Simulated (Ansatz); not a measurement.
Method: DFT PBE, scalar-relativistic, plane waves, PAW (Ansatz). All cells share a 420 eV cutoff and Γ-centred k meshes spaced at most 0.3 Å⁻¹ (0.19 for metals, 2π included).

All energies are static (0 K, no zero-point motion). Larger cells and other orderings weren't all tried, so the list isn't exhaustive. For metals, differences of a few meV/atom aren't resolved. Weakly bound directions are ill-defined at this level, which has no dispersion term (Br Cmce, Br P6_3/mmc). No run is spin-polarised.

24 distinct structures were compared, and only named types are asked about.

(1) Which is lower for Br, the lonsdaleite or the iodine structure, and by how much?

Answers

(1) The iodine structure, by 68 meV/atom. It takes 40.1 Å³/atom against 43.3.